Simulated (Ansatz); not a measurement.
# SiO2: the gap under pressure

SiO2, I4/mmm, a = 9.011 Å, c = 5.273 Å. This isn't the usual stable structure of the compound. Ansatz: PBE, PAW, 420 eV, Γ-centred 6×6×6 mesh on 12 atoms, Gaussian smearing 0.02 eV; no spin polarisation. Cell and atoms are relaxed at each pressure, and no other structure is tried, so the rows at high pressure may lie past a change of phase. The gap is sought over the whole zone. The pressures are the targets, met within 0.03 GPa.

| P (GPa) | gap y (eV) |
| --- | --- |
| -1.0 | 5.329 |
| 0.0 | 5.358 |
| 1.0 | 5.382 |
| 4.0 | ? |
| 12.0 | 5.444 |
| 25.0 | 5.146 |

Question: Fit y = E0 + αP + βP² to the other rows and predict the missing gap.

Answer: Least squares on the rows shown. y = 5.3568 + 0.022004 P − 0.0012179 P². So α = 22.0 meV/GPa, but an edge moves to another point of the zone between 0 and 1 GPa, so this isn't the slope at zero pressure. With a term in P³ added, the coefficient of P becomes 0.02651, 20 % more, which shows how far this figure hangs on the form. At P = 4.0 the fit asked for gives 5.425 eV. The run gave 5.427 eV, so the fit is 0.002 eV too low, within the rms miss on the fitted rows (0.003 eV). Note that among the fitted rows a band edge sits at another point of the zone at 1, 12, 25 GPa than at zero pressure, so one curve spans more than one gap.

Semilocal functionals give gaps under the measured ones; changes of the gap mostly carry over better.